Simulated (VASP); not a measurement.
# AlP (F-43m) in VASP: density of states with PBE

Aim: the density of states of AlP with PBE.

Program: VASP 6.6.1. These are calculated values, not measurements. Logs are shortened: lines on timing, memory, paths and dates and some standing lists are left out, and cuts for length are marked.

## Step 1: The crystal as given

It takes space group F-43m (No. 216, cubic). Conventional cell: a = 5.503 Å, b = 5.503 Å, c = 5.503 Å, α = 90.00°, β = 90.00°, γ = 90.00°. Around Al (site symmetry -43m) lie 4 P at 2.38 Å. Around P (site symmetry -43m) lie 4 Al at 2.38 Å.

## Step 2: Density of states, PBE

Contents of POSCAR:

```
AlP
1.0
    0.0000000000      2.7516610000      2.7516610000
    2.7516610000      0.0000000000      2.7516610000
    2.7516610000      2.7516610000      0.0000000000
Al P
1 1
Direct
    0.0000000000      0.0000000000      0.0000000000
    0.2500000000      0.2500000000      0.2500000000
```

Contents of INCAR.step1:

```
SYSTEM = AlP
  ALGO = Fast
  EDIFF = 1E-7
  ENCUT = 520
  GGA = PE
  ISIF = 2
  ISMEAR = -1
  LASPH = .TRUE.
  LCHARG = .TRUE.
  LREAL = .FALSE.
  LWAVE = .FALSE.
  NBANDS = 11
  NELM = 100
  PREC = Accurate
  SIGMA = 0.1
```

Contents of KPOINTS.step1:

```
k-points
0
G
  8 8 8
  0 0 0
```

Contents of INCAR.step2:

```
SYSTEM = AlP
  ALGO = Fast
  EDIFF = 1E-7
  ENCUT = 520
  GGA = PE
  ICHARG = 11
  ISIF = 2
  ISMEAR = -5
  LASPH = .TRUE.
  LCHARG = .FALSE.
  LORBIT = 11
  LREAL = .FALSE.
  LWAVE = .FALSE.
  NEDOS = 1001
  NELM = 100
  PREC = Accurate
  SIGMA = 0.1
```

Contents of KPOINTS.step2:

```
k-points
0
G
  12 12 12
  0 0 0
```

Potentials or basis: VASP PAW PBE potentials, release 64 (Al, P).

The run is started by

```sh
$ cat potpaw_PBE.64/Al/POTCAR potpaw_PBE.64/P/POTCAR > POTCAR
$ cp INCAR.step1 INCAR
$ cp KPOINTS.step1 KPOINTS
$ mpirun -np 1 vasp_std > vasp.out
$ cp INCAR.step2 INCAR
$ cp KPOINTS.step2 KPOINTS
$ mpirun -np 1 vasp_std > vasp.out
```

OUTCAR:

```text
SYSTEM = AlP
   EDIFF = 1E-7
   ENCUT = 520
   GGA = PE
   ICHARG = 11
   ISIF = 2
   ISMEAR = -5
   LASPH = .TRUE.
   LORBIT = 11
   LREAL = .FALSE.
   NELM = 100
   PREC = Accurate

 ion  position               nearest neighbor table
   1  0.000  0.000  0.000-   2 2.38   2 2.38   2 2.38   2 2.38
   2  0.250  0.250  0.250-   1 2.38   1 2.38   1 2.38   1 2.38

  LATTYP: Found a face centered cubic cell.
 ALAT       =     5.5033220000

  Lattice vectors:

 A1 = (   0.0000000000,   2.7516610000,   2.7516610000)
 A2 = (   2.7516610000,   0.0000000000,   2.7516610000)
 A3 = (   2.7516610000,   2.7516610000,   0.0000000000)

Analysis of symmetry for initial positions (statically):
=====================================================================
 Subroutine PRICEL returns:
 Original cell was already a primitive cell.

 Routine SETGRP: Setting up the symmetry group for a
 face centered cubic supercell.

 Subroutine GETGRP returns: Found 24 space group operations
 (whereof 24 operations were pure point group operations)
 out of a pool of 48 trial point group operations.

The static configuration has the point symmetry T_d .

Analysis of symmetry for dynamics (positions and initial velocities):
=====================================================================
 Subroutine PRICEL returns:
 Original cell was already a primitive cell.

 Routine SETGRP: Setting up the symmetry group for a
 face centered cubic supercell.

 Subroutine GETGRP returns: Found 24 space group operations
 (whereof 24 operations were pure point group operations)
 out of a pool of 48 trial point group operations.

The dynamic configuration has the point symmetry T_d .

 Subroutine INISYM returns: Found 24 space group operations
 (whereof 24 operations are pure point group operations),
 and found     1 'primitive' translations

----------------------------------------------------------------------------------------

                                     Primitive cell

  volume of cell :      41.6692

  direct lattice vectors                    reciprocal lattice vectors
     0.000000000  2.751661000  2.751661000    -0.181708430  0.181708430  0.181708430
     2.751661000  0.000000000  2.751661000     0.181708430 -0.181708430  0.181708430
     2.751661000  2.751661000  0.000000000     0.181708430  0.181708430 -0.181708430

  length of vectors
     3.891436305  3.891436305  3.891436305     0.314728233  0.314728233  0.314728233

  position of ions in fractional coordinates (direct lattice)
     0.000000000  0.000000000  0.000000000
     0.250000000  0.250000000  0.250000000

  ion indices of the primitive-cell ions
   primitive index   ion index
                 1           1
                 2           2

----------------------------------------------------------------------------------------

 KPOINTS: k-points

Automatic generation of k-mesh.
 Grid dimensions read from file:
 generate k-points for:   12   12   12

 Generating k-lattice:

  Cartesian coordinates                     Fractional coordinates (reciprocal lattice)
    -0.015142369  0.015142369  0.015142369     0.083333333  0.000000000  0.000000000
     0.015142369 -0.015142369  0.015142369     0.000000000  0.083333333  0.000000000
     0.015142369  0.015142369 -0.015142369     0.000000000  0.000000000  0.083333333

  Length of vectors
     0.026227353  0.026227353  0.026227353

  Shift w.r.t. Gamma in fractional coordinates (k-lattice)
     0.000000000  0.000000000  0.000000000

 TETIRR: Found    247 inequivalent tetrahedra from    10368

 Subroutine IBZKPT returns following result:
 ===========================================

 Found     72 irreducible k-points:

 Following reciprocal coordinates:
            Coordinates               Weight
  0.000000  0.000000  0.000000      1.000000
  0.083333  0.000000  0.000000      8.000000
  0.166667  0.000000  0.000000      8.000000
  0.250000  0.000000  0.000000      8.000000
  0.333333  0.000000  0.000000      8.000000
  0.416667  0.000000  0.000000      8.000000
[... 16 lines left out ...]
  0.500000  0.166667  0.000000     24.000000
 -0.416667  0.166667  0.000000     24.000000
 [... further k-points ...]
   k-points           NKPTS =     72   k-points in BZ     NKDIM =     72   number of bands    NBANDS=      8
   number of dos      NEDOS =   1001   number of ions     NIONS =      2
   total plane-waves  NPLWV =  27000
   dimension x,y,z NGX =    30 NGY =   30 NGZ =   30
   dimension x,y,z NGXF=    60 NGYF=   60 NGZF=   60
   ions per type =               1   1
   NGX,Y,Z   is equivalent  to a cutoff of  12.82, 12.82, 12.82 a.u.
   NGXF,Y,Z  is equivalent  to a cutoff of  25.63, 25.63, 25.63 a.u.
 SYSTEM =  AlP
   PREC   = accura    normal or accurate (medium, high low for compatibility)
   ISTART =      0    job   : 0-new  1-cont  2-samecut
   ICHARG =     11    charge: 1-file 2-atom 10-const
   ISPIN  =      1    spin polarized calculation?
   LNONCOLLINEAR =      F non collinear calculations
   LSORBIT =      F    spin-orbit coupling
   LASPH  =      T    aspherical Exc in radial PAW
   ENCUT  =  520.0 eV  38.22 Ry    6.18 a.u.   7.24  7.24  7.24*2*pi/ulx,y,z
   NELM   =    100;   NELMIN=  2; NELMDL=  0     # of ELM steps
   EDIFF  = 0.1E-06   stopping-criterion for ELM
   LREAL  =      F    real-space projection
   EDIFFG = 0.1E-05   stopping-criterion for IOM
   NSW    =      0    number of steps for IOM
   IBRION =     -1    ionic relax: 0-MD 1-quasi-New 2-CG
   NFREE  =      0    steps in history (QN), initial steepest desc. (CG)
   ISIF   =      2    stress and relaxation
   ISYM   =      2    0-nonsym 1-usesym 2-fastsym
   POTIM  = 0.5000    time-step for ionic-motion
   TEBEG  =    0.0;   TEEND  =   0.0 temperature during run
   PSTRESS=    0.0 pullay stress
   NELECT =       8.0000    total number of electrons
   NUPDOWN=      -1.0000    fix difference up-down
   EMIN   =  10.00;   EMAX   =-10.00  energy-range for DOS
   EFERMI =   0.00;   METHOD = LEGACY
   ISMEAR =    -5;   SIGMA  =   0.10  broadening in eV -4-tet -1-fermi 0-gaus
   EFERMI_NEDOS =   21; number of points for ismear=-14 and -15
   IALGO  =     68    algorithm
   IMIX   =      4    mixing-type and parameters
     AMIX     =   0.40;   BMIX     =  1.00
     AMIX_MAG =   1.60;   BMIX_MAG =  1.00
  volume/ion in A,a.u.               =      20.83       140.60
  Fermi-wavevector in a.u.,A,eV,Ry     =   0.944423  1.784701 12.135510  0.891935
  Thomas-Fermi vector in A             =   2.072226
   LORBIT       =     11    0 simple, 1 ext, 2 COOP (PROOUT), +10 PAW based schemes
   GGA     = PE    functional components
   LHFCALC =     F    Hartree Fock is set to
   AEXX    =    0.0000 exact exchange contribution
   IVDW    =     0    specifies the selected vdW correction
   LEPSILON=     F    determine dielectric tensor
   LRPA    =     F    only Hartree local field effects (RPA)
 non-spin polarized calculation
 RMM-DIIS sequential band-by-band and
 Fermi weights with tetrahedron method with Bloechl corrections
  energy-cutoff  :      520.00
  volume of cell :       41.67
 maximum number of plane-waves:      1139
 NGX is ok and might be reduce to    30

 number of electron       8.0000000 magnetization

 Free energy of the ion-electron system (eV)
  ---------------------------------------------------
  ext. energy  EPLUGINS =         0.00000000
  ---------------------------------------------------
  free energy    TOTEN  =       -10.37774767 eV

  energy without entropy =      -10.37774767  energy(sigma->0) =      -10.37774767

 E-fermi :   4.3659     XC(G=0):  -9.1169

 val. band max:        4.3659104065   @ k =   0.0000   0.0000   0.0000
 cond. band min:       5.9911974804   @ k =   0.5000   0.5000   0.0000
 fundamental gap:      1.6252870738
 Fermi energy:         4.3659287269

 k-point     1 :       0.0000    0.0000    0.0000
  band No.  band energies     occupation
      1      -7.0051      2.00000
      2       4.3659      2.00000
      3       4.3659      2.00000
      4       4.3659      2.00000
      5       7.4696      0.00000
      6       8.8939      0.00000
      7       8.8939      0.00000
      8       8.8939      0.00000

 k-point     2 :       0.0833    0.0000    0.0000
  band No.  band energies     occupation
      1      -6.9300      2.00000
      2       3.7358      2.00000
      3       4.2973      2.00000
      4       4.2973      2.00000
      5       7.8341      0.00000
      6       9.0230      0.00000
      7       9.0292      0.00000
      8       9.0292      0.00000

 k-point     3 :       0.1667    0.0000    0.0000
  band No.  band energies     occupation
      1      -6.7103      2.00000
      2       2.5122      2.00000
      3       4.1287      2.00000
      4       4.1287      2.00000
      5       7.8778      0.00000
      6       9.3202      0.00000
      7       9.3202      0.00000
      8       9.9027      0.00000

 k-point     4 :       0.2500    0.0000    0.0000
  band No.  band energies     occupation
      1      -6.3664      2.00000
      2       1.2347      2.00000
      3       3.9323      2.00000
      4       3.9323      2.00000
      5       7.5974      0.00000
      6       9.4809      0.00000
      7       9.4809      0.00000
      8      11.1506      0.00000

 k-point     5 :       0.3333    0.0000    0.0000
  band No.  band energies     occupation
      1      -5.9462      2.00000
      2       0.0990      2.00000
      3       3.7639      2.00000
      4       3.7639      2.00000
      5       7.3286      0.00000
      6       9.3929      0.00000
      7       9.3929      0.00000
      8      12.1731      0.00000

 k-point     6 :       0.4167    0.0000    0.0000
  band No.  band energies     occupation
      1      -5.5559      2.00000
      2      -0.7352      2.00000
      3       3.6542      2.00000
      4       3.6542      2.00000
      5       7.1526      0.00000
      6       9.2422      0.00000
      7       9.2422      0.00000
      8      12.5419      0.00000

 k-point     7 :       0.5000    0.0000    0.0000
  band No.  band energies     occupation
      1      -5.3839      2.00000
      2      -1.0573      2.00000
      3       3.6164      2.00000
      4       3.6164      2.00000
      5       7.0922      0.00000
      6       9.1782      0.00000
      7       9.1782      0.00000
      8      12.5744      0.00000
[... 133 lines left out ...]
 k-point    20 :       0.2500    0.1667    0.0000
  band No.  band energies     occupation
      1      -6.3539      2.00000
      2       1.8213      2.00000
      3       3.3915      2.00000
      4       3.3916      2.00000
      5       7.7799      0.00000
      6       8.9399      0.00000
      7      10.3108      0.00000
      8      10.6218      0.00000

 k-point    21 :       0.3333    0.1667    0.0000
  band No.  band energies     occupation
      1      -5.9906      2.00000
      2       0.8044      2.00000
      3       3.0581      2.00000
      4       3.2211      2.00000
      5       7.7448      0.00000
      6       9.2502      0.00000
      7      10.0988      0.00000
      8      10.7257      0.00000

 k-point    22 :       0.4167    0.1667    0.0000
  band No.  band energies     occupation
      1      -5.5848      2.00000
      2      -0.1116      2.00000
      3       2.6999      2.00000
      4       3.1531      2.00000
      5       7.6612      0.00000
      6       9.4832      0.00000
      7      10.5287      0.00000
      8      10.5439      0.00000

 k-point    23 :       0.5000    0.1667    0.0000
  band No.  band energies     occupation
      1      -5.2670      2.00000
      2      -0.7179      2.00000
      3       2.4056      2.00000
      4       3.1941      2.00000
      5       7.6595      0.00000
      6       9.3894      0.00000
      7      10.2697      0.00000
      8      11.6873      0.00000

 k-point    24 :      -0.4167    0.1667    0.0000
  band No.  band energies     occupation
      1      -5.2164      2.00000
      2      -0.8039      2.00000
      3       2.2239      2.00000
      4       3.3368      2.00000
      5       7.7945      0.00000
      6       9.3577      0.00000
      7      10.0795      0.00000
      8      12.5663      0.00000

 [... further k-points ...]

------------------------ aborting loop because EDIFF is reached ----------------------------------------

  FORCE on cell =-STRESS in cart. coord.  units (eV):
  Direction    XX          YY          ZZ          XY          YZ          ZX
  --------------------------------------------------------------------------------------
  -------------------------------------------------------------------------------------
  Total        0.0205153      0.0205153      0.0205153      0.0000000      0.0000000     -0.0000000
  in kB        0.7888142      0.7888142      0.7888142      0.0000000      0.0000000     -0.0000000
  external PRESSURE =       0.7888142 kB  Pullay stress =       0.0000000 kB

 VOLUME and BASIS-vectors are now :
 -----------------------------------------------------------------------------
  energy-cutoff  :      520.00
  volume of cell :       41.67
      direct lattice vectors                 reciprocal lattice vectors
     0.000000000  2.751661000  2.751661000    -0.181708430  0.181708430  0.181708430
     2.751661000  0.000000000  2.751661000     0.181708430 -0.181708430  0.181708430
     2.751661000  2.751661000  0.000000000     0.181708430  0.181708430 -0.181708430

 POSITION                                       TOTAL-FORCE (eV/Angst)
 -----------------------------------------------------------------------------------
      0.00000      0.00000      0.00000        -0.000000      0.000000      0.000000
      1.37583      1.37583      1.37583         0.000000     -0.000000     -0.000000
 -----------------------------------------------------------------------------------
    total drift:                               -0.000000     -0.000000     -0.000000

  FREE ENERGIE OF THE ION-ELECTRON SYSTEM (eV)
  ---------------------------------------------------
  free  energy   TOTEN  =       -10.3777476698 eV

  energy  without entropy=      -10.3777476698  energy(sigma->0) =      -10.37774767

 total charge

# of ion       s       p       d       tot
------------------------------------------
    1        0.394   0.375   0.000   0.770
    2        1.010   1.581   0.000   2.591
--------------------------------------------------
tot          1.404   1.956   0.000   3.361
```

Run time: 14 s. Hardware: 1 thread of Intel Xeon 6975P-C (Granite Rapids), shared host; peak memory 0.16 GiB.

What came out:

```yaml
Valence_electrons_inside_the_program's_atomic_spheres: Al 0.77; P 2.59
```

States per cell in windows of 1 eV (zero at the valence-band top; states under -8 eV left out):
| from (eV) | total | P2_p | Al1_p | Al1_s | P2_s | Al1_d | P2_d |
| --- | --- | --- | --- | --- | --- | --- | --- |
| -8.0 | 0.00 | 0.00 | 0.00 | 0.00 | 0.00 | 0.00 | 0.00 |
| -7.0 | 0.00 | 0.00 | 0.00 | 0.00 | 0.00 | 0.00 | 0.00 |
| -6.0 | 0.23 | 0.04 | 0.01 | 0.03 | 0.00 | 0.00 | 0.00 |
| -5.0 | 1.27 | 0.22 | 0.02 | 0.20 | 0.04 | 0.00 | 0.00 |
| -4.0 | 0.56 | 0.12 | 0.03 | 0.03 | 0.02 | 0.00 | 0.00 |
| -3.0 | 1.33 | 0.34 | 0.09 | 0.03 | 0.02 | 0.00 | 0.00 |
| -2.0 | 1.69 | 0.52 | 0.13 | 0.02 | 0.01 | 0.00 | 0.00 |
| -1.0 | 0.90 | 0.32 | 0.06 | 0.00 | 0.00 | 0.00 | 0.00 |
| 0.0 | 0.00 | 0.00 | 0.00 | 0.00 | 0.00 | 0.00 | 0.00 |
| 1.0 | 0.02 | 0.00 | 0.00 | 0.00 | 0.00 | 0.00 | 0.00 |
| 2.0 | 0.45 | 0.02 | 0.02 | 0.02 | 0.02 | 0.00 | 0.00 |
| 3.0 | 1.65 | 0.11 | 0.08 | 0.14 | 0.08 | 0.00 | 0.00 |
| 4.0 | 1.40 | 0.11 | 0.12 | 0.07 | 0.05 | 0.00 | 0.00 |
| 5.0 | 1.46 | 0.13 | 0.15 | 0.04 | 0.03 | 0.00 | 0.00 |
| 6.0 | 1.23 | 0.14 | 0.12 | 0.04 | 0.03 | 0.00 | 0.00 |
| 7.0 | 1.09 | 0.14 | 0.09 | 0.02 | 0.02 | 0.00 | 0.00 |
